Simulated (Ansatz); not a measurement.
Rows from a G0W0 calculation on AlN (honeycomb bilayer) (Ansatz 0.2.0; G0W0 on PBE, plane waves, PAW; PAW set soft_1; 6×6×1 mesh, 377 empty bands, screening to 75 eV, PAW set soft_1 files), in eV. Spin-orbit coupling is left out.

```
row                      k  band   start       Σx  Σc at the solution      Vxc
  A                      Γ    v1  -6.073  -22.168               3.360  -17.837
  B  (0.333, 0.333, 0.000)    c1  -0.584   -4.500              -3.550   -8.884
  C  (0.333, 0.333, 0.000)    c2   1.504   -4.283              -3.659   -8.923
  D  (0.333, 0.333, 0.000)    v1  -5.388  -19.487               2.837  -15.619
  E                      Γ    c2  -1.355   -4.756              -2.339   -7.959
  F                      Γ    c1  -2.848   -5.676              -2.671   -9.147
```

Give the quasiparticle energies and the shift of each level.

The quasiparticle equation reads E = start + Σx + Σc(E) − Vxc.

```
row  E (eV)  shift (eV)
  A  -7.044      −0.971
  B   0.250      +0.834
  C   2.484      +0.980
  D  -6.419      −1.031
  E  -0.491      +0.864
  F  -2.047      +0.800
```

Limits: not at the basis limit; coarse mesh for a sheet.

[Paths, hosts, dates, memory and timing lines, banners, echoed tables and standing remarks are left out of the program output.]

[Logs are printed without paths, hosts, clocks, repeated set-up lines and the standing remarks that a program may print on its own settings, such as how far it seeks lower states.]

[Runs of the session that timed out or met a known fault of the program may be left out.]

[Cells called generated may have been cut or substituted from an entry of the Crystallography Open Database or the Materials Project.]

[Hosts, paths, dates, database ids (printed as entryN), source tags and the programs' standing remarks are cut or masked in the printed files.]
